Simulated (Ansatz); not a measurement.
A distorted cell of CsPbI3 (cubic perovskite):

```yaml
crystal:
  lattice:
    - [6.33267, 0.00000, 0.00000]
    - [0.00000, 6.33267, 0.00000]
    - [0.00000, 0.00000, 6.33267]
  atoms:
    - { symbol: Cs, position: [0.00000, 0.00000, 0.00000] }
    - { symbol: Pb, position: [0.50000, 0.50000, 0.50000] }
    - { symbol: I, position: [0.00000, 0.50000, 0.50000] }
    - { symbol: I, position: [0.50000, 0.50000, 0.95957] }
    - { symbol: I, position: [0.50000, 0.00000, 0.50000] }
```

Computed with r2SCAN (plane waves to 500 eV, PAW, scalar-relativistic; Ansatz, a program for electronic structure). k mesh 4×4×4 (Γ-centred), Fermi-Dirac smearing 0.05 eV. E stands for the smeared free energy. Stress and pressure are positive under compression. On this mesh the relaxed cell isn't quite at rest: it carries a pressure of 0.1 GPa (compression positive) at the zero of the scan. CsPbI3 was relaxed with its symmetry unable to fall. Spin-orbit coupling is left out, though I and Pb are heavy. This is a high-temperature form of CsPbI3.

Problem. Predict the force on every atom, in eV/Å.

Solution. 
```json
[
 {"atom": "Cs1", "Fx": "0.000", "Fy": "0.000", "Fz": "-0.016"},
 {"atom": "Pb2", "Fx": "0.000", "Fy": "0.000", "Fz": "-0.521"},
 {"atom": "I3", "Fx": "0.000", "Fy": "0.000", "Fz": "-0.084"},
 {"atom": "I4", "Fx": "0.000", "Fy": "0.000", "Fz": "0.706"},
 {"atom": "I5", "Fx": "0.000", "Fy": "0.000", "Fz": "-0.084"}
]
```

Problem. In it atom 4 sits (0.000, 0.000, -0.256) Å away from its relaxed site. What is its energy relative to the relaxed cell?

Solution. 73.7 meV/cell.

(A displaced cell: forces are minus the slopes of the energy, force constants its curvatures, and phonons follow from these.)
